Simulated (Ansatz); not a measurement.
The system is ZnCu2SnS4.

```
Sn Zn Cu S
1.0
    -2.71710    2.71710    5.42480
     2.71710   -2.71710    5.42480
     2.71710    2.71710   -5.42480
Sn Zn Cu S
1 1 2 4
Direct
  0.50000 0.50000 0.00000
  0.25000 0.75000 0.50000
  0.75000 0.25000 0.50000
  0.00000 0.00000 0.00000
  0.62799 0.62839 0.51280
  0.88481 0.37201 0.00040
  0.11559 0.11519 0.48720
  0.37161 0.88441 0.99960
```

| Quantity | Value |
| --- | --- |
| Program | Ansatz 0.2.0 |
| Task | single point |
| Functional | PBEsol |
| Potentials or basis | Ansatz PAW |
| Cutoff | 420 eV (not typed: the program's choice for these potentials) |
| k mesh | 7 × 7 × 7 |
| Occupations | fermi-dirac, width 0.05 eV |
| Spin | no spin polarisation |

On this cell: pressure -1.7 GPa; largest force 0.661 eV/Å; band gap on the k mesh 0.23 eV, direct.

The same run follows on a disturbed copy (atoms moved at random, drawn with an rms of 0.05 Å):

```xyz
8
Lattice="-2.7171 2.7171 5.4248 2.7171 -2.7171 5.4248 2.7171 2.7171 -5.4248" Properties=species:S:1:pos:R:3 pbc="T T T"
Sn   -0.0374   -0.0128    5.4491
Zn    2.7226    0.0235    2.7459
Cu    0.0075    2.7316    2.7170
Cu    0.0214    0.0183   -0.0404
S     1.3517    1.3676    4.0882
S    -1.3896    1.4295    6.9087
S     1.3343    1.3419   -1.4372
S     4.1597    1.3562    1.3937
```

Task: What does the disturbed cell give?

Result: The energy moves by +7.4 meV/atom; pressure -1.6 GPa; largest force 1.149 eV/Å; band gap on the k mesh 0.23 eV, direct.

Forces on the atoms (eV/Å):
```
Sn  -0.127  0.053  0.489
Zn   0.100  0.309 -0.112
Cu   0.036 -0.062  0.058
Cu  -0.001 -0.043  0.128
S    0.514  0.909 -0.479
S   -0.507 -0.074 -0.490
S   -0.205 -0.751  0.181
S    0.191 -0.342  0.225
```

Stress tensor (GPa, compression positive):
```
-1.57  0.50  0.26
 0.50 -1.54 -0.08
 0.26 -0.08 -1.78
```

Caveats: odd divisions of the mesh miss points on the zone boundary, where band edges often lie, so the gap on the mesh can be too wide; spin-orbit coupling is left out, which moves the levels of the heavy elements; the PAW data sets come from PBE, with cores solved anew for the run's functional, which leaves a small shift of forces and pressure.

